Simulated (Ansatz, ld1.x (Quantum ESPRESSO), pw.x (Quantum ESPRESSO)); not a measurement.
# Equation-of-state test of one TM potential (Ti)

* Element: titanium (Ti)
* Generator: ld1.x (Quantum ESPRESSO) 7.5
* Type: norm-conserving Troullier–Martins (Kleinman–Bylander form)
* Functional: PBE
* Relativity: scalar-relativistic
* Frozen core: [Ar]
* Valence charge: 4
* Reference configuration: 3d2 4s1.5 4p0.5
* Partial waves: 4s (bound): rc 2.55 bohr; 3d (bound): rc 2.50 bohr; 4p (bound): rc 2.95 bohr
* Local potential: the p channel
* Core correction: Bessel-smoothed model core inside 1.90 bohr

Crystal test: fcc Ti in pw.x 7.5, no spin, 14³ k-points, Fermi–Dirac smearing 0.01 Ry, cutoffs 55/220 Ry. The reference is all-electron LAPW (Ansatz 0.2.0) with the same functional, mesh and smearing; V0 and B0 come from Birch–Murnaghan fits to the pressures at five volumes. Errors are pseudo minus all-electron; Δ is the rms difference of the E(V) curves that follow from these fits, minima aligned, over ±6 % about the mean V0. Mesh and smearing are coarse, so the numbers serve the comparison and aren't converged zero-temperature values; the lattice is a test structure that the element need not adopt.

```
V (Å³/atom)  P all-electron (GPa)  P pseudo (GPa)
     16.608                  5.83           20.02
     17.045                  2.70           15.41
     17.482                 -0.10           11.29
     17.919                 -2.60            7.62
     18.356                 -4.83            4.35
```

All-electron: a0 = 4.119 Å (V0 = 17.47 Å³/atom), B0 = 106.1 GPa.

Pseudopotential: mean pressure error (GPa): +11.54. The pressure does not cross zero within the volumes sampled, so no fit is given. The largest radius (2.95 bohr) exceeds half the bond length (2.75 bohr), so the spheres overlap, which is one possible source of error among others. This is a poor potential for the solid. Note: ghost state, extra bound levels that the all-electron valence spectrum of the same l lacks: s at -4.1 eV. A true bound ghost makes a file unfit for plane-wave use. Atomic configuration tests: 5 of 7 tests not solved or not reliable. The logarithmic derivative shows an extra or strongly shifted pseudo pole above the reference energy (s near -0.31 Ry).

Problem. At the middle volume, how do free energy and pressure move when the wave cutoff is lowered (ecutrho kept at four times it)?

Solution.

```json
{"cutoff (Ry)": "25", "shift of F (meV/atom)": "+2523.7", "shift of P (GPa)": "-82.92"}
{"cutoff (Ry)": "33", "shift of F (meV/atom)": "+354.9", "shift of P (GPa)": "-19.81"}
{"cutoff (Ry)": "44", "shift of F (meV/atom)": "+7.0", "shift of P (GPa)": "-0.84"}
```

The run at the middle volume (104 k-points, 6 iterations) took about 5.7 s on one core of a shared host (Neoverse-V1, 32 threads, 247 GiB, load 52).
